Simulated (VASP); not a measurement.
# Cu3Au (Auricupride) (Pm-3m) in VASP: a series of runs, part 2 of 3

VASP 6.6.1.

## 3. Band structure, PBE

POSCAR reads:

```
Cu3Au
1.0
    3.7400000000      0.0000000000      0.0000000000
    0.0000000000      3.7400000000      0.0000000000
    0.0000000000      0.0000000000      3.7400000000
Au Cu
1 3
Direct
    0.0000000000      0.0000000000      0.0000000000
    0.5000000000      0.5000000000      0.0000000000
    0.5000000000      0.0000000000      0.5000000000
    0.0000000000      0.5000000000      0.5000000000
```

INCAR.step1 reads:

```
SYSTEM = Cu3Au
  PREC = Accurate
  ENCUT = 500
  EDIFF = 1E-6
  ISMEAR = -1
  SIGMA = 0.05
  LREAL = .False.
  LASPH = .True.
  NELM = 80
  ALGO = Normal
  ISIF = 2
  LWAVE = .False.
  LCHARG = .True.
  LMAXMIX = 4
  GGA = PE
  NBANDS = 30
```

KPOINTS.step1 reads:

```
regular mesh
0
Gamma
  7 7 7
  0 0 0
```

INCAR.step2 reads:

```
SYSTEM = Cu3Au
  PREC = Accurate
  ENCUT = 500
  EDIFF = 1E-6
  ISMEAR = 0
  SIGMA = 0.05
  LREAL = .False.
  LASPH = .True.
  NELM = 80
  ALGO = Normal
  ISIF = 2
  LWAVE = .False.
  LCHARG = .False.
  LMAXMIX = 4
  GGA = PE
  NBANDS = 30
  ICHARG = 11
```

KPOINTS.step2 reads:

```
path GXMGRX,MR
15
line-mode
reciprocal
 0.0000000000  0.0000000000  0.0000000000  G
 0.0000000000  0.5000000000  0.0000000000  X

 0.0000000000  0.5000000000  0.0000000000  X
 0.5000000000  0.5000000000  0.0000000000  M

 0.5000000000  0.5000000000  0.0000000000  M
 0.0000000000  0.0000000000  0.0000000000  G

 0.0000000000  0.0000000000  0.0000000000  G
 0.5000000000  0.5000000000  0.5000000000  R

 0.5000000000  0.5000000000  0.5000000000  R
 0.0000000000  0.5000000000  0.0000000000  X

 0.5000000000  0.5000000000  0.0000000000  M
 0.5000000000  0.5000000000  0.5000000000  R
```

Potentials or basis: VASP PAW PBE potentials, release 54 (Au, Cu).

The run is started by

```
cat potpaw_PBE.54/Au/POTCAR potpaw_PBE.54/Cu/POTCAR > POTCAR
cp INCAR.step1 INCAR
cp KPOINTS.step1 KPOINTS
mpirun -np 1 vasp_std > vasp.out
cp INCAR.step2 INCAR
cp KPOINTS.step2 KPOINTS
mpirun -np 1 vasp_std > vasp.out
```

Wall time 60 s (1 thread of Intel Xeon Platinum 8488C (Sapphire Rapids), shared host); peak memory 0.23 GiB.

Results (log left out):

* Band gap along the path: none (metal or under the smearing width)

Levels at the corners of the path, in eV from the Fermi level:
| point | band 18 | band 19 | band 20 | band 21 | band 22 | band 23 | band 24 | band 25 | band 26 | band 27 |
| --- | --- | --- | --- | --- | --- | --- | --- | --- | --- | --- |
| Γ | -1.48 | -1.33 | -1.33 | -1.33 | 1.32 | 1.32 | 1.32 | 6.08 | 7.66 | 7.66 |
| X | -2.19 | -1.95 | -1.88 | -1.48 | -1.33 | 5.88 | 5.88 | 6.66 | 6.66 | 7.15 |
| X | -2.19 | -1.95 | -1.88 | -1.48 | -1.33 | 5.88 | 5.88 | 6.66 | 6.66 | 7.15 |
| M | -2.26 | -2.18 | -2.10 | -0.46 | -0.46 | -0.35 | 0.41 | 8.66 | 9.59 | 9.59 |
| M | -2.26 | -2.18 | -2.10 | -0.46 | -0.46 | -0.35 | 0.41 | 8.66 | 9.59 | 9.59 |
| Γ | -1.48 | -1.33 | -1.33 | -1.33 | 1.32 | 1.32 | 1.32 | 6.08 | 7.66 | 7.66 |
| Γ | -1.48 | -1.33 | -1.33 | -1.33 | 1.32 | 1.32 | 1.32 | 6.08 | 7.66 | 7.66 |
| R | -1.55 | -1.55 | -1.55 | -1.03 | -1.00 | -1.00 | -1.00 | 2.55 | 4.24 | 4.24 |
| R | -1.55 | -1.55 | -1.55 | -1.03 | -1.00 | -1.00 | -1.00 | 2.55 | 4.24 | 4.24 |
| X | -2.19 | -1.95 | -1.88 | -1.48 | -1.33 | 5.88 | 5.88 | 6.66 | 6.66 | 7.15 |
| M | -2.26 | -2.18 | -2.10 | -0.46 | -0.46 | -0.35 | 0.41 | 8.66 | 9.59 | 9.59 |
| R | -1.55 | -1.55 | -1.55 | -1.03 | -1.00 | -1.00 | -1.00 | 2.55 | 4.24 | 4.24 |

Caveat: the log is that of the step along the path at fixed density, whose energy, stress, charges and moments have no meaning; spin-orbit coupling is left out, which moves the levels of the heavy elements.

## 4. Band structure, TPSS

INCAR reads:

```
SYSTEM = Cu3Au
ALGO = Normal
EDIFF = 1E-7
ENCUT = 520
ISIF = 2
ISMEAR = -1
LASPH = .True.
LCHARG = .False.
LMAXMIX = 4
LMIXTAU = .True.
LREAL = .False.
LWAVE = .False.
METAGGA = TPSS
NELM = 60
PREC = Accurate
SIGMA = 0.05
```

KPOINTS reads:

```
k-points
0
Gamma
  7 7 7
  0 0 0
```

POSCAR is that of step 3.

KPOINTS_OPT reads:

```
path GXMGRX,MR
10
line-mode
reciprocal
 0.0000000000  0.0000000000  0.0000000000  G
 0.0000000000  0.5000000000  0.0000000000  X

 0.0000000000  0.5000000000  0.0000000000  X
 0.5000000000  0.5000000000  0.0000000000  M

 0.5000000000  0.5000000000  0.0000000000  M
 0.0000000000  0.0000000000  0.0000000000  G

 0.0000000000  0.0000000000  0.0000000000  G
 0.5000000000  0.5000000000  0.5000000000  R

 0.5000000000  0.5000000000  0.5000000000  R
 0.0000000000  0.5000000000  0.0000000000  X

 0.5000000000  0.5000000000  0.0000000000  M
 0.5000000000  0.5000000000  0.5000000000  R
```

Potentials or basis: VASP PAW PBE potentials, release 64 (Au, Cu).

The run is started by

```
cat potpaw_PBE.64/Au/POTCAR potpaw_PBE.64/Cu/POTCAR > POTCAR
mpirun -np 1 vasp_std > vasp.out
```

OUTCAR:

```text
SYSTEM = Cu3Au
   EDIFF = 1E-7
   ENCUT = 520
   ISIF = 2
   ISMEAR = -1
   LASPH = .True.
   LREAL = .False.
   METAGGA = TPSS
   NELM = 60
   PREC = Accurate

 ion  position               nearest neighbor table
   1  0.000  0.000  0.000-   2 2.64   3 2.64   4 2.64   3 2.64   4 2.64   2 2.64   4 2.64   4 2.64
                             2 2.64   3 2.64   3 2.64   2 2.64
   2  0.500  0.500  0.000-   1 2.64   3 2.64   4 2.64   3 2.64   4 2.64   1 2.64   3 2.64   3 2.64
                             1 2.64   4 2.64   4 2.64   1 2.64
   3  0.500  0.000  0.500-   1 2.64   2 2.64   4 2.64   1 2.64   2 2.64   2 2.64   4 2.64   2 2.64
                             1 2.64   4 2.64   1 2.64   4 2.64
   4  0.000  0.500  0.500-   1 2.64   2 2.64   3 2.64   1 2.64   2 2.64   1 2.64   3 2.64   1 2.64
                             2 2.64   3 2.64   2 2.64   3 2.64

  LATTYP: Found a simple cubic cell.
 ALAT       =     3.7400000000

  Lattice vectors:

 A1 = (   3.7400000000,   0.0000000000,   0.0000000000)
 A2 = (   0.0000000000,   3.7400000000,   0.0000000000)
 A3 = (   0.0000000000,   0.0000000000,   3.7400000000)

Analysis of symmetry for initial positions (statically):
=====================================================================
 Subroutine PRICEL returns:
 Original cell was already a primitive cell.

 Routine SETGRP: Setting up the symmetry group for a
 simple cubic supercell.

 Subroutine GETGRP returns: Found 48 space group operations
 (whereof 48 operations were pure point group operations)
 out of a pool of 48 trial point group operations.

The static configuration has the point symmetry O_h .

Analysis of symmetry for dynamics (positions and initial velocities):
=====================================================================
 Subroutine PRICEL returns:
 Original cell was already a primitive cell.

 Routine SETGRP: Setting up the symmetry group for a
 simple cubic supercell.

 Subroutine GETGRP returns: Found 48 space group operations
 (whereof 48 operations were pure point group operations)
 out of a pool of 48 trial point group operations.

The dynamic configuration has the point symmetry O_h .

 Subroutine INISYM returns: Found 48 space group operations
 (whereof 48 operations are pure point group operations),
 and found     1 'primitive' translations

----------------------------------------------------------------------------------------

                                     Primitive cell

  volume of cell :      52.3136

  direct lattice vectors                    reciprocal lattice vectors
     3.740000000  0.000000000  0.000000000     0.267379679  0.000000000  0.000000000
     0.000000000  3.740000000  0.000000000     0.000000000  0.267379679  0.000000000
     0.000000000  0.000000000  3.740000000     0.000000000  0.000000000  0.267379679

  length of vectors
     3.740000000  3.740000000  3.740000000     0.267379679  0.267379679  0.267379679

  position of ions in fractional coordinates (direct lattice)
     0.000000000  0.000000000  0.000000000
     0.500000000  0.500000000  0.000000000
     0.500000000  0.000000000  0.500000000
     0.000000000  0.500000000  0.500000000

  ion indices of the primitive-cell ions
   primitive index   ion index
                 1           1
                 2           2
                 3           3
[... 25 lines left out ...]

 Found     20 irreducible k-points:

 Following reciprocal coordinates:
            Coordinates               Weight
  0.000000  0.000000  0.000000      1.000000
  0.142857  0.000000  0.000000      6.000000
  0.285714  0.000000  0.000000      6.000000
  0.428571  0.000000  0.000000      6.000000
  0.142857  0.142857  0.000000     12.000000
  0.285714  0.142857  0.000000     24.000000
[... 12 lines left out ...]
  0.428571  0.428571  0.285714     24.000000
  0.428571  0.428571  0.428571      8.000000
   k-points           NKPTS =     20   k-points in BZ     NKDIM =     20   number of bands    NBANDS=     26
   number of dos      NEDOS =    301   number of ions     NIONS =      4
   total plane-waves  NPLWV =  21952
   dimension x,y,z NGX =    28 NGY =   28 NGZ =   28
   dimension x,y,z NGXF=    56 NGYF=   56 NGZF=   56
   ions per type =               1   3
   NGX,Y,Z   is equivalent  to a cutoff of  12.45, 12.45, 12.45 a.u.
   NGXF,Y,Z  is equivalent  to a cutoff of  24.89, 24.89, 24.89 a.u.
 SYSTEM =  Cu3Au
   PREC   = accura    normal or accurate (medium, high low for compatibility)
   ISTART =      0    job   : 0-new  1-cont  2-samecut
   ICHARG =      2    charge: 1-file 2-atom 10-const
   ISPIN  =      1    spin polarized calculation?
   LNONCOLLINEAR =      F non collinear calculations
   LSORBIT =      F    spin-orbit coupling
   LASPH  =      T    aspherical Exc in radial PAW
   ENCUT  =  520.0 eV  38.22 Ry    6.18 a.u.   6.95  6.95  6.95*2*pi/ulx,y,z
   NELM   =     60;   NELMIN=  2; NELMDL= -5     # of ELM steps
   EDIFF  = 0.1E-06   stopping-criterion for ELM
   LREAL  =      F    real-space projection
   EDIFFG = 0.1E-05   stopping-criterion for IOM
   NSW    =      0    number of steps for IOM
   IBRION =     -1    ionic relax: 0-MD 1-quasi-New 2-CG
   NFREE  =      0    steps in history (QN), initial steepest desc. (CG)
   ISIF   =      2    stress and relaxation
   ISYM   =      2    0-nonsym 1-usesym 2-fastsym
   POTIM  = 0.5000    time-step for ionic-motion
   TEBEG  =    0.0;   TEEND  =   0.0 temperature during run
   PSTRESS=    0.0 pullay stress
   NELECT =      44.0000    total number of electrons
   NUPDOWN=      -1.0000    fix difference up-down
   EMIN   =  10.00;   EMAX   =-10.00  energy-range for DOS
   EFERMI =   0.00;   METHOD = LEGACY
   ISMEAR =    -1;   SIGMA  =   0.05  broadening in eV -4-tet -1-fermi 0-gaus
   EFERMI_NEDOS =   21; number of points for ismear=-14 and -15
   IALGO  =     38    algorithm
   IMIX   =      4    mixing-type and parameters
     AMIX     =   0.40;   BMIX     =  1.00
     AMIX_MAG =   1.60;   BMIX_MAG =  1.00
  volume/ion in A,a.u.               =      13.08        88.26
  Fermi-wavevector in a.u.,A,eV,Ry     =   1.545328  2.920247 32.491255  2.388040
  Thomas-Fermi vector in A             =   2.650723
   LORBIT       =      0    0 simple, 1 ext, 2 COOP (PROOUT), +10 PAW based schemes
   METAGGA = TPSS    functional components
   LHFCALC =     F    Hartree Fock is set to
   AEXX    =    0.0000 exact exchange contribution
   IVDW    =     0    specifies the selected vdW correction
   LEPSILON=     F    determine dielectric tensor
   LRPA    =     F    only Hartree local field effects (RPA)
 non-spin polarized calculation
  energy-cutoff  :      520.00
  volume of cell :       52.31
 maximum number of plane-waves:      1422
 NGX is ok and might be reduce to    28
   NGX = 13   NGY = 13   NGZ = 13

 number of electron      44.0000060 magnetization

 Free energy of the ion-electron system (eV)
  ---------------------------------------------------
  ext. energy  EPLUGINS =         0.00000000
  ---------------------------------------------------
  free energy    TOTEN  =       -38.60386988 eV

  energy without entropy =      -38.59194897  energy(sigma->0) =      -38.59790943

 E-fermi :   8.2332     XC(G=0): -13.2070

 val. band max:        8.2179345543   @ k =   0.2857   0.2857   0.0000
 cond. band min:       8.3332890448   @ k =   0.1429   0.0000   0.0000
 fundamental gap:      0.1153544905
 Fermi energy:         8.2331509372

 k-point     1 :       0.0000    0.0000    0.0000
  band No.  band energies     occupation
      1      -1.3956      2.00000
      2       1.7852      2.00000
      3       1.7852      2.00000
      4       2.6549      2.00000
      5       2.6549      2.00000
      6       2.6549      2.00000
[... 569 lines left out ...]
     25      11.3175      0.00000
     26      12.6746      0.00000

------------------------ aborting loop because EDIFF is reached ----------------------------------------

  FORCE on cell =-STRESS in cart. coord.  units (eV):
  Direction    XX          YY          ZZ          XY          YZ          ZX
  --------------------------------------------------------------------------------------
  -------------------------------------------------------------------------------------
  Total       -0.1648929     -0.1648929     -0.1648929      0.0000000      0.0000000      0.0000000
  in kB       -5.0500724     -5.0500724     -5.0500724      0.0000000      0.0000000      0.0000000
  external PRESSURE =      -5.0500724 kB  Pullay stress =       0.0000000 kB

 VOLUME and BASIS-vectors are now :
 -----------------------------------------------------------------------------
  energy-cutoff  :      520.00
  volume of cell :       52.31
      direct lattice vectors                 reciprocal lattice vectors
     3.740000000  0.000000000  0.000000000     0.267379679  0.000000000  0.000000000
     0.000000000  3.740000000  0.000000000     0.000000000  0.267379679  0.000000000
     0.000000000  0.000000000  3.740000000     0.000000000  0.000000000  0.267379679

 POSITION                                       TOTAL-FORCE (eV/Angst)
 -----------------------------------------------------------------------------------
      0.00000      0.00000      0.00000         0.000000      0.000000      0.000000
      1.87000      1.87000      0.00000         0.000000      0.000000      0.000000
      1.87000      0.00000      1.87000         0.000000      0.000000      0.000000
      0.00000      1.87000      1.87000         0.000000      0.000000      0.000000
 -----------------------------------------------------------------------------------
    total drift:                                0.000000      0.000000      0.000000

  FREE ENERGIE OF THE ION-ELECTRON SYSTEM (eV)
  ---------------------------------------------------
  free  energy   TOTEN  =       -38.6038698793 eV

  energy  without entropy=      -38.5919489713  energy(sigma->0) =      -38.59790943
```

Run time: 5.6 min. Hardware: 1 thread of AMD EPYC 7R43 (Zen 3), shared host; peak memory 0.15 GiB.

Results:

```
Free energy             : -38.6039 eV
Pressure                : -0.5 GPa
Band gap along the path : none (metal or under the smearing width)
```

Levels at the corners of the path, in eV from the Fermi level:
```
point  band 18  band 19  band 20  band 21  band 22  band 23  band 24  band 25  band 26
    Γ    -1.50    -1.35    -1.35    -1.35     1.35     1.35     1.35     6.11     7.67
    X    -2.22    -1.99    -1.91    -1.50    -1.35     5.93     5.93     6.67     6.67
    X    -2.22    -1.99    -1.91    -1.50    -1.35     5.93     5.93     6.67     6.67
    M    -2.29    -2.19    -2.13    -0.47    -0.47    -0.35     0.39     8.67     9.59
    M    -2.29    -2.19    -2.13    -0.47    -0.47    -0.35     0.39     8.67     9.59
    Γ    -1.50    -1.35    -1.35    -1.35     1.35     1.35     1.35     6.11     7.67
    Γ    -1.50    -1.35    -1.35    -1.35     1.35     1.35     1.35     6.11     7.67
    R    -1.58    -1.58    -1.58    -1.06    -1.02    -1.02    -1.02     2.62     4.26
    R    -1.58    -1.58    -1.58    -1.06    -1.02    -1.02    -1.02     2.62     4.26
    X    -2.22    -1.99    -1.91    -1.50    -1.35     5.93     5.93     6.67     6.67
    M    -2.29    -2.19    -2.13    -0.47    -0.47    -0.35     0.39     8.67     9.59
    R    -1.58    -1.58    -1.58    -1.06    -1.02    -1.02    -1.02     2.62     4.26
```

Caveat: the PAW data sets were made with another functional, which shifts forces and pressure a little; spin-orbit coupling is left out, which moves the levels of the heavy elements.

(Part 2 of 3 ends here.)
